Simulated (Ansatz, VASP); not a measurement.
**Rh in VASP and in Ansatz**

Contents of INCAR:

```
SYSTEM = Rh
PREC     = Accurate       ! precision mode
ENCUT    = 520            ! plane-wave cutoff, eV
EDIFF    = 1E-7           ! SCF threshold, eV
ISMEAR   = -1             ! smearing method
SIGMA    = 0.1            ! smearing width, eV
LREAL    = .False.        ! projectors in reciprocal space
LASPH    = .True.         ! aspherical terms in the spheres
NELM     = 60             ! most SCF steps
ALGO     = Normal         ! electronic algorithm
ISIF     = 2              ! what is computed and relaxed
LWAVE    = .False.        ! write WAVECAR
LCHARG   = .False.        ! write CHGCAR
GGA      = PS             ! functional
NBANDS   = 22             ! bands
```

The input KPOINTS:

```
regular mesh
0
Gamma
  12 12 7
  0 0 0
```

The input POSCAR:

```
Rh
1.0
    2.6170534020      0.0000000000      0.0000000000
   -1.3085271801      2.2664345459      0.0000000000
    0.0000000000      0.0000000000      4.2437500263
Rh
2
Direct
    0.6666666667      0.3333333333      0.7500000000
    0.3333333333      0.6666666667      0.2500000000
```

Input for Ansatz:

```yaml
crystal:
  lattice:
    - [2.6170534019642933, 0.0, 0.0]
    - [-1.3085271801241323, 2.266434545935924, 0.0]
    - [0.0, 0.0, 4.243750026276822]
  atoms:
    - { symbol: Rh, position: [0.6666666666666666, 0.3333333333333333, 0.75] }
    - { symbol: Rh, position: [0.3333333333333333, 0.6666666666666666, 0.25] }
basis:
  ecutwfc: 500.0
kpoints:
  mp_grid:
    grid: [12, 12, 7]
hamiltonian:
  xc: pbesol
scf:
  occupations:
    method: fermi_dirac
    width: 0.1
output:
  stress: true
```

This isn't the form of Rh at room conditions, which is fcc.

Alike in both runs: task single point; functional PBEsol; k mesh 12 × 12 × 7; occupations fermi-dirac, width 0.1 eV; no spin polarisation.

|  | VASP | Ansatz |
| --- | --- | --- |
| version | VASP 6.6.1 | Ansatz 0.2.0 |
| potentials or method | VASP PAW PBE potentials, release 64 (Rh_pv) | plane waves, PAW |
| plane-wave cutoff (eV) | 520 | 500 |
| valence electrons in the cell | 30 | 34 |

|  | VASP | Ansatz | Ansatz less VASP |
| --- | --- | --- | --- |
| pressure (GPa) | 26.5 | 26.5 | +0.02 |
| largest component of the traceless stress (GPa) | 0.42 | 0.43 | +0.009 |

The two sets of potentials don't hold the same shells in valence.

Caveats: so large a pressure means that the cell lies far from this level's equilibrium, or that cutoff or potentials fall short (VASP); the potentials were made for another functional, which shifts forces and pressure (VASP).
